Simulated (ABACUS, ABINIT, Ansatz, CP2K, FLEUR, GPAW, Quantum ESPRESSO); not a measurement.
GaAs: band gap by level of theory

```
As Ga
1.0
     0.00000    2.82685    2.82685
     2.82685    0.00000    2.82685
     2.82685    2.82685    0.00000
As Ga
1 1
Cartesian
  4.2403 4.2403 4.2403
  0.0000 0.0000 0.0000
```

| rung | level | program and potentials | cutoff (eV) | k mesh | smearing | task | spin | core time | chip | band gap (eV) | notes |
| --- | --- | --- | --- | --- | --- | --- | --- | --- | --- | --- | --- |
| GGA | PBE | Ansatz, Ansatz PAW | 420 | 8 × 8 × 8 | gaussian 0.05 | single point | off | 2.6 s | Arm Neoverse V1 | 0.52 | 14 valence electrons an atom on average |
| meta-GGA | r2SCAN | Ansatz, Ansatz PAW | 500 | 6 × 6 × 6 | fermi-dirac 0.05 | band structure | off | 4.5 s | AMD EPYC 9R45 Zen 5 | 1.01 | potentials made for PBE, which Ansatz adapts in part; 14 valence electrons an atom on average |
| meta-GGA | r2SCAN | Ansatz, Ansatz PAW | 500 | 6 × 6 × 6 | fermi-dirac 0.05 | band structure | SOC, no magnetisation | 14 s | AMD EPYC 9R45 Zen 5 | 0.91 | potentials made for PBE, which Ansatz adapts in part; 14 valence electrons an atom on average |
| LDA | LDA | GPAW, the program's PAW data sets (release 1.2.1) made for this functional | 600 | 8 × 8 × 8 | fermi-dirac 0.05 | band structure | off | 23 s | Arm Neoverse V2 | 0.36 | 4 valence electrons an atom on average |
| GGA | BLYP | ABACUS, SG15 ONCV 1.2 PBE, plane waves | 1143 | 6 × 6 × 6 | fermi-dirac 0.05 | single point | off | 25 s | Intel Xeon Platinum 8375C Ice Lake | 0.48 | potentials made for PBE; 9 valence electrons an atom on average; far from this level's other runs, cause not traced |
| GGA | PBE | CP2K, GTH_POTENTIALS As GTH-PBE-q5, Ga GTH-PBE-q13; DZVP-MOLOPT-SR-GTH basis | - | 8 × 8 × 8 | fermi-dirac 0.05 | band structure | off | 26 s | Arm Neoverse V1 | 0.50 | atomic basis; 9 valence electrons an atom on average |
| GGA | PBEsol | ABINIT, JTH PAW PBE v2.0 | 463 | 10 × 10 × 10 | fermi-dirac 0.05 | single point | off | 38 s | Arm Neoverse V1 | 0.44 | potentials made for PBE; 14 valence electrons an atom on average |
| GGA | revPBE | Ansatz, all-electron LAPW, scalar-relativistic | - | 8 × 8 × 8 | fermi-dirac 0.05 | band structure | off | 46 s | Intel Xeon Skylake/Cascade Lake | 0.62 | - |
| GGA | AM05 | ABINIT, JTH PAW PBE v2.0 | 463 | 8 × 8 × 8 | fermi-dirac 0.05 | band structure | off | 51 s | Arm Neoverse V2 | 0.50 | potentials made for PBE; 14 valence electrons an atom on average |
| GGA | PBE | ABINIT, PseudoDojo NC SR PBE v0.5 standard | 1143 | 6 × 6 × 6 | fermi-dirac 0.05 | single point | off | 54 s | Arm Neoverse V2 | 0.51 | 14 valence electrons an atom on average |
| GGA | SOGGA | ABACUS, GBRV ultrasoft 1.5 PBE, plane waves | 544 | 6 × 6 × 6 | fermi-dirac 0.05 | single point | off | 66 s | Intel Xeon 6975P-C Granite Rapids | 0.47 | potentials made for PBE; 12 valence electrons an atom on average |
| LDA | LDA | Quantum ESPRESSO, PseudoDojo 0.4.1 SR LDA standard | 1088 | 8 × 8 × 8 | fermi-dirac 0.05 | band structure | off | 68 s | Arm Neoverse V2 | 0.28 | 14 valence electrons an atom on average |
| hybrid | PBE0 | Ansatz, PAW datasets made for the crystal | 360 | 4 × 4 × 4 | fermi-dirac 0.05 | single point | off | 99 s | Intel Xeon Skylake/Cascade Lake | 2.14 | coarse mesh; 14 valence electrons an atom on average |
| GGA | PBEsol | FLEUR, all-electron, FLAPW | - | 8 × 8 × 8 | fermi-dirac 0.05 | band structure | off | 1.9 min | Arm Neoverse V2 | 0.45 | - |
| hybrid | HSE06 | Ansatz, Ansatz PAW | 420 | 4 × 4 × 4 | fermi-dirac 0.05 | band structure | off | 3.3 min | Arm Neoverse V1 | 1.47 | coarse mesh; potentials made for PBE, which Ansatz adapts in part; 14 valence electrons an atom on average |
| meta-GGA | r2SCAN | ABINIT, Ansatz NC r2SCAN | 1469 | 8 × 8 × 8 | fermi-dirac 0.05 | single point | off | 43 min | Intel Xeon Platinum 8375C Ice Lake | 1.02 | 14 valence electrons an atom on average |

Times are single runs on shared hosts and different chips, so they are rough; meshes, cutoffs and the tasks' sizes weigh on the time. Gaps are the least found on the k mesh or the band path, and a mesh can miss the band edges. Smearing widths are in eV. The cell comes from a database and isn't always the measured one. Meshes differ between rows, which moves values too. All levels ran on this one cell, unrelaxed unless noted. Meshes are those of the run's cell of 2 atoms unless a note names another. Misses use the values as printed. Runs on faulty files, with rough fits or with known faults for this quantity aren't shown.

Measured: 1.52 eV at 1.2 K (a printed reference work).

**Question.** Which of the timed runs without a coarse mesh or an atomic basis is the cheapest that comes within 0.3 eV of the measured band gap?

**Answer.** None of them does; the nearest misses by -0.50 eV. LDA and GGA gaps fall short mostly because these functionals lack the derivative discontinuity; the runs are for a static lattice, while measurements hold temperature and zero-point motion; rows without SOC leave out spin-orbit coupling, which moves the band edges where heavy atoms are present.
